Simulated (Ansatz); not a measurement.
## Calcium (bcc) across density functionals

All rows: Ansatz, plane waves with scalar-relativistic PAW, 420 eV (500 eV for the SCAN forms), relaxed under each functional, no dispersion correction, no zero-point motion. B₀ comes from uniform scaling at fixed shape; a dash is a value not given.

| functional | V (Å³/atom) | cell | B₀ (GPa) | magnetic state | ΔE to fcc (meV/atom) |
| --- | --- | --- | --- | --- | --- |
| PBE | 42.14 | a = 4.384 Å | 17 | spin not included | 16 |
| r²SCAN | 43.24 | a = 4.422 Å | 18 | spin not included | 15 |
| PBEsol | 40.50 | a = 4.327 Å | 17 | spin not included | 16 |
| LDA | 37.81 | a = 4.229 Å | 18 | spin not included | 12 |
| revPBE | 43.96 | a = 4.447 Å | 16 | spin not included | 16 |
| RPBE | 44.46 | a = 4.463 Å | 16 | spin not included | 15 |
| BLYP | 42.37 | a = 4.392 Å | 15 | spin not included | 15 |

LDA gives the smallest volume and RPBE the largest.
